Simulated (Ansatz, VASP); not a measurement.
# BP: VASP beside Ansatz

The input POSCAR:

```
BP
1.0
    0.0000000000      2.1394742201      2.1394742201
    2.1394742201      0.0000000000      2.1394742201
    2.1394742201      2.1394742201      0.0000000000
B P
1 1
Direct
    0.0000000000      0.0000000000      0.0000000000
    0.2500000000      0.2500000000      0.2500000000
```

INCAR.step1

```
  PREC = Accurate
  ENCUT = 520
  EDIFF = 1E-5
  ISMEAR = 0
  SIGMA = 0.01
  LREAL = F
  LASPH = T
  NELM = 60
  ALGO = Normal
  ISIF = 2
  LWAVE = T
  LCHARG = F
  NBANDS = 11
  GGA = PE
```

Contents of INCAR.step2:

```
  PREC = Accurate
  ENCUT = 520
  EDIFF = 1E-6
  ISMEAR = 0
  SIGMA = 0.01
  LREAL = F
  LASPH = T
  NELM = 60
  ALGO = Normal
  ISIF = 2
  LWAVE = F
  LCHARG = F
  GGA = PE
  LHFCALC = T
  AEXX = 0.25
  PRECFOCK = Normal
  HFRCUT = -1
  NBANDS = 11
  ISTART = 1
```

Contents of KPOINTS:

```
regular mesh
0
Gamma
  6 6 6
```

Input for Ansatz:

```yaml
crystal:
  lattice:
    - [0.0, 2.1394742201, 2.1394742201]
    - [2.1394742201, 0.0, 2.1394742201]
    - [2.1394742201, 2.1394742201, 0.0]
  atoms:
    - { symbol: B, position: [0.0, 0.0, 0.0] }
    - { symbol: P, position: [0.25, 0.25, 0.25] }
scf:
  occupations: { method: fixed }
output:
  forces: true
  stress: true
  eigenvalues: true
hamiltonian:
  xc: pbe0
basis:
  ecutwfc: 520
kpoints:
  mp_grid: { grid: [6, 6, 6] }
```

Alike in both runs: task single point; functional PBE0; k mesh 6 × 6 × 6; no spin polarisation.

|  | VASP | Ansatz |
| --- | --- | --- |
| version | VASP 6.6.1 | Ansatz 0.2.0 |
| potentials or method | VASP PAW PBE potentials, release 64 (B, P) | scalar-relativistic, plane waves, PAW |
| plane-wave cutoff (eV) | 520 | 520 |
| occupations | gaussian, width 0.01 eV | fixed |
| valence electrons in the cell | 8 | 8 |

```csv
,VASP,Ansatz,Ansatz less VASP
gap on the k mesh at the Fermi level (eV),2.39,2.39,+0.003
least direct gap on the mesh (eV),5.38,5.39,+0.008
```

Ansatz warned: «stress_exchange_threshold_loose».

Caveats: the k mesh is coarse (spacing up to 0.42 Å⁻¹), so the values aren't converged, least of all with exact exchange. A k mesh can miss the band edges.
